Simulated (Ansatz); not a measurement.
# AlSb (zinc blende): scan of one atom of the cell

Relaxed AlSb (zinc blende):

```yaml
crystal:
  lattice:
    - [0.00000, 3.11275, 3.11275]
    - [3.11275, 0.00000, 3.11275]
    - [3.11275, 3.11275, 0.00000]
  atoms:
    - { symbol: Sb, position: [0.75000, 0.75000, 0.75000] }
    - { symbol: Al, position: [0.00000, 0.00000, 0.00000] }
```

In each cell atom 1 (Sb, nearest neighbour Al at 2.696 Å; its periodic images, 4.4 Å or more away, move with it) moves by s·(0.000, 0.000, 1.000) (along Cartesian z), the rest being held.

All values below come from PBE (plane waves to 420 eV, PAW, scalar-relativistic; Ansatz, a quantum-chemistry and plane-wave program). k mesh 10×10×10 (Γ-centred), Fermi-Dirac smearing 0.05 eV. The energy includes the smearing's −TS. Stress and pressure are positive under compression. As the smearing reaches across the gap at some points, energies and forces of such displacements shift with the k mesh and the smearing. F∥ is the force on the atom along that direction. AlSb was relaxed with its symmetry unable to fall. Spin-orbit coupling is left out, though Sb is heavy. The zero of ΔE is the undisplaced structure.

```tsv
s (Å)	ΔE (eV/cell)	P (GPa)	F∥ (eV/Å)
-0.540	0.979	4.2	3.226
-0.432	0.652	2.8	2.805
-0.324	0.378	1.6	2.246
-0.216	0.172	0.7	1.564
-0.108	0.043	0.2	0.802
0.000	0.000	0.0	0.000
0.108	0.043	0.2	-0.802
0.216	0.172	0.7	-1.564
0.324	0.378	1.6	-2.246
0.432	0.652	2.8	-2.805
0.540	0.979	4.2	-3.226
```

Derived quantities:

- Energy at s = 0.540 Å: 979 meV/cell
- Force along the line at s = -0.540 Å: 3.23 eV/Å
- Symmetry of the curve: even: the same for both signs
- Shape of the curve: a single well with its minimum at or next to zero displacement
- Force constant k = d²E/ds² at s = 0 (finite differences): 7.49 eV/Å²
- Harmonic estimate at the end of the scan: ½ks² = 1092 meV/cell against the computed 979 meV/cell, so the well is softer than harmonic there
- Zone-centre optical wavenumber from k: 304 cm⁻¹

(For displaced atoms, the force is minus the slope of the energy, and its curvature is a force constant, which sets phonon frequencies.)
